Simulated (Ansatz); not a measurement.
**CoO: tests of the settings**

The task, for CoO: test the k-point mesh.

Program: Ansatz 0.2.0. Level of theory: DFT PBEsol, scalar-relativistic, plane waves, PAW. These are calculated values, not measurements.

2 further runs of the same task are left out: 1 that didn't finish, 1 set aside as unsound or not needed. Runs told in other sessions of the task aren't counted.

## Step 1: The system as given

Symmetry: P6_3mc, No. 186, hexagonal system. The conventional cell has a = 3.198 Å, b = 3.198 Å, c = 5.229 Å, α = 90.00°, β = 90.00°, γ = 120.00°. Around Co (site symmetry 3m) lie 4 O at 1.92 to 1.97 Å. O (site symmetry 3m) has 4 Co at 1.92 to 1.97 Å in its first shell of neighbours.

Structure file:

```cif
data_structure
_symmetry_space_group_name_H-M 'P 1'
_symmetry_Int_Tables_number 1
_cell_length_a 3.1976
_cell_length_b 3.1976
_cell_length_c 5.2287
_cell_angle_alpha 90.000
_cell_angle_beta 90.000
_cell_angle_gamma 120.000
_cell_volume 46.30
loop_
_atom_site_label
_atom_site_type_symbol
_atom_site_fract_x
_atom_site_fract_y
_atom_site_fract_z
_atom_site_occupancy
Co1 Co 0.00000 0.00000 0.00347 1
Co2 Co 0.33333 0.66667 0.50336 1
O1 O 0.00000 0.00000 0.37161 1
O2 O 0.33333 0.66667 0.87156 1
```

The structure comes from the Materials Project (structure only); it is used as listed.

## Step 2: The base input

The input, input.yaml:

```yaml
crystal:
  lattice:
    - [3.1976457435, 0.0, 0.0]
    - [-1.5988228718, 2.7692424462, 0.0]
    - [0.0, 0.0, 5.22870971]
  atoms:
    - { symbol: Co, position: [0.0, 0.0, 0.00347414], spin: -2.29 }
    - { symbol: Co, position: [0.33333333, 0.66666667, 0.50336241], spin: 2.29 }
    - { symbol: O, position: [0.0, 0.0, 0.37160885], spin: 0.17 }
    - { symbol: O, position: [0.33333333, 0.66666667, 0.8715556], spin: -0.17 }
basis:
  ecutwfc: 420
kpoints:
  mp_grid: { grid: [18, 18, 8] }
hamiltonian:
  xc: pbesol
scf:
  occupations: { method: gaussian, width: 0.1 }
output:
  forces: true
  stress: true
  eigenvalues: true
  populations: true
magnetization:
  spin_polarized: true
```

It was run beforehand and gave: -2826.2476 eV/atom at zero smearing, pressure -9.78 GPa, largest force 0.114 eV/Å, no gap on the mesh, site moments Co -2.09, Co +2.09, O +0.16, O -0.16 μB, in 16 SCF cycles and 2.6 min.

## Step 3: K-point mesh: 1×1×1

The input, input.yaml:

```yaml
crystal:
  lattice:
    - [3.1976457435, 0.0, 0.0]
    - [-1.5988228718, 2.7692424462, 0.0]
    - [0.0, 0.0, 5.22870971]
  atoms:
    - { symbol: Co, position: [0.0, 0.0, 0.00347414], spin: -2.3 }
    - { symbol: Co, position: [0.3333333333, 0.6666666667, 0.50336241], spin: 2.3 }
    - { symbol: O, position: [0.0, 0.0, 0.37160885], spin: 0.18 }
    - { symbol: O, position: [0.3333333333, 0.6666666667, 0.8715556], spin: -0.18 }
basis:
  ecutwfc: 420
kpoints:
  mp_grid: { grid: [1, 1, 1] }
hamiltonian:
  xc: pbesol
scf:
  occupations: { method: gaussian, width: 0.1 }
output:
  forces: true
  stress: true
  eigenvalues: true
  populations: true
magnetization:
  spin_polarized: true
```

Run with:

```sh
ansatz run input.yaml --threads 1 --pin off --max-ram 2560MiB --backend cpu --events-out ev --progress --plain --runs-dir out
```

## Step 4: K-point mesh: 3×3×2

input.yaml: that of step 3 with these lines changed.

```diff
@@ -13,3 +13,3 @@
 kpoints:
-  mp_grid: { grid: [1, 1, 1] }
+  mp_grid: { grid: [3, 3, 2] }
 hamiltonian:
```

## Step 5: K-point mesh set to 6×6×2

input.yaml: that of step 4 with these lines changed.

```diff
@@ -13,3 +13,3 @@
 kpoints:
-  mp_grid: { grid: [3, 3, 2] }
+  mp_grid: { grid: [6, 6, 2] }
 hamiltonian:
```

## Step 6: K-point mesh set to 6×6×4

input.yaml: that of step 5 with these lines changed.

```diff
@@ -13,3 +13,3 @@
 kpoints:
-  mp_grid: { grid: [6, 6, 2] }
+  mp_grid: { grid: [6, 6, 4] }
 hamiltonian:
```

## Step 7: K-point mesh: 12×12×4

input.yaml: that of step 6 with these lines changed.

```diff
@@ -13,3 +13,3 @@
 kpoints:
-  mp_grid: { grid: [6, 6, 4] }
+  mp_grid: { grid: [12, 12, 4] }
 hamiltonian:
```

## Step 8: K-point mesh: 12×12×6

input.yaml: that of step 7 with these lines changed.

```diff
@@ -13,3 +13,3 @@
 kpoints:
-  mp_grid: { grid: [12, 12, 4] }
+  mp_grid: { grid: [12, 12, 6] }
 hamiltonian:
```

## Step 9: K-point mesh set to 12×12×8

input.yaml: that of step 8 with these lines changed.

```diff
@@ -13,3 +13,3 @@
 kpoints:
-  mp_grid: { grid: [12, 12, 6] }
+  mp_grid: { grid: [12, 12, 8] }
 hamiltonian:
```

## Step 10: K-point mesh set to 18×18×10

input.yaml: that of step 9 with these lines changed.

```diff
@@ -13,3 +13,3 @@
 kpoints:
-  mp_grid: { grid: [12, 12, 8] }
+  mp_grid: { grid: [18, 18, 10] }
 hamiltonian:
@@ -23,2 +23,6 @@
   populations: true
+  write_density: true
+  write_potential: true
+  elf: true
+  volumetric_format: npy
 magnetization:
```

(Steps that only read results are left out.)

Q: Predict the outcome of the series: the values and the trend.

As calculated:

| quantity | value |
| --- | --- |
| k-point mesh: within 10 and 1 meV/atom of 18×18×10 from | 3×3×2 for 10; 6×6×4 for 1 |

In the sweep of the k-point mesh, 6×6×4 already comes within 1 meV/atom of the reference, and so do all later runs, at about 0.076 of the reference's time. That is measured against the best run here, which may itself be short of the limit. The gaps on the coarsest meshes are artefacts of sampling: the crystal is a metal on the dense ones. The error changes sign along the series, since a k mesh isn't variational, and a metal needs dense meshes to resolve its Fermi surface. Forces stay within 0.01 eV/Å of the reference from 6×6×4 on. The cell's moment varies from 0.00 to 2.00 μB over the series. The listed cell is far from this method's equilibrium (-9.8 GPa, forces up to 0.11 eV/Å), so its values are not those of the relaxed crystal.
